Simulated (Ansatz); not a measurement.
An element in the bcc structure gives these cold pressures by all-electron LAPW under PBE (Ansatz 0.2.0, scalar-relativistic, no spin polarisation).

```csv
V (Å³/atom),P (GPa)
15.40,0.01
14.63,3.80
13.09,16.07
11.55,39.4
10.01,85.1
8.47,180.7
6.93,399.5
6.16,612.6
```

Question: Which element is it?

Answer: Zn. Its zero-pressure volume in this structure is near 15.4 Å³/atom; the volume and the steepness of P(V) together point to it, though neighbours can come close. Other candidates weren't computed, and some may come near.
